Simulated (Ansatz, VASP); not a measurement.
**GaN in VASP and in Ansatz**

```
Ga N
1.0
     0.00000    0.00000    5.24317
     3.21837    5.57438    0.00000
    -6.43674    0.00000    0.00000
Ga N
8 8
Direct
  0.49913 0.16667 0.33333
  0.49913 0.16667 0.83333
  0.49913 0.66667 0.33333
  0.49913 0.66667 0.83333
  0.99913 0.33333 0.66667
  0.99913 0.33333 0.16667
  0.99913 0.83333 0.66667
  0.99913 0.83333 0.16667
  0.87587 0.16667 0.33333
  0.87587 0.16667 0.83333
  0.87587 0.66667 0.33333
  0.87587 0.66667 0.83333
  0.37587 0.33333 0.66667
  0.37587 0.33333 0.16667
  0.37587 0.83333 0.66667
  0.37587 0.83333 0.16667
```

Alike in both runs: task single point; functional PBE; k mesh 3 × 3 × 3; occupations gaussian, width 0.01 eV; no spin polarisation.

|  | VASP | Ansatz |
| --- | --- | --- |
| version | VASP 6.6.1 | Ansatz 0.2.0 |
| potentials or method | VASP PAW PBE potentials, release 64 (Ga_d, N) | scalar-relativistic, plane waves, PAW |
| plane-wave cutoff (eV) | 520 | 420 |
| valence electrons in the cell | 144 | 144 |

```tsv
	VASP	Ansatz	Ansatz less VASP
gap on the k mesh at the Fermi level (eV)	1.71	1.71	-0.005
least direct gap on the mesh (eV)	1.71	1.71	-0.005
pressure (GPa)	0.0	0.0	-0.02
```
